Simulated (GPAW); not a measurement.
AlCu3:

```xyz
4
Lattice="3.6374 0.0000 0.0000 0.0000 3.6374 0.0000 0.0000 0.0000 3.6374" Properties=species:S:1:pos:R:3 pbc="T T T"
Cu    0.0000    1.8187    1.8187
Cu    1.8187    0.0000    1.8187
Cu    1.8187    1.8187    0.0000
Al    0.0000    0.0000    0.0000
```

The cell comes from a database or a generator and needn't be the stable form of this composition.

```yaml
Program: GPAW 26.7.0
Task: single point
Functional: PBEsol
Potentials_or_basis: PAW data sets generated in the run's folder for this functional
Cutoff: 600 eV
Basis: pw
k_mesh: 7 × 7 × 7
Occupations: fermi-dirac, width 0.05 eV
Spin: no spin polarisation
```

On this cell: pressure 0.8 GPa; largest force zero by symmetry; band gap on the k mesh none (metal or under the smearing width).

The same run follows on a disturbed copy (atoms moved at random, drawn with an rms of 0.05 Å):

```
CELL_PARAMETERS angstrom
3.63738 0.00000 0.00000
0.00000 3.63738 0.00000
0.00000 0.00000 3.63738
ATOMIC_POSITIONS crystal
Cu 0.99622 0.49126 0.51297
Cu 0.51009 0.00439 0.51140
Cu 0.50622 0.50064 0.00781
Al 0.99868 0.00330 0.00018
```

Task: What changes?

Result: The energy (extrapolated to zero smearing) moves by +6.5 meV/atom; pressure 1.1 GPa; largest force 0.477 eV/Å; band gap on the k mesh none (metal or under the smearing width).

Forces in eV/Å, atoms in the order of the input:
```
Cu   0.286  0.307 -0.226
Cu  -0.311 -0.203 -0.188
Cu  -0.216  0.084  0.096
Al   0.241 -0.189  0.318
```

Stress tensor (GPa, compression positive):
```
 1.07  0.14  0.06
 0.14  1.10 -0.12
 0.06 -0.12  1.05
```

Caveats: with this Cu data set, volumes or pressures lay over 1.5 % or 2 GPa off other programs in two to four cells of ten.
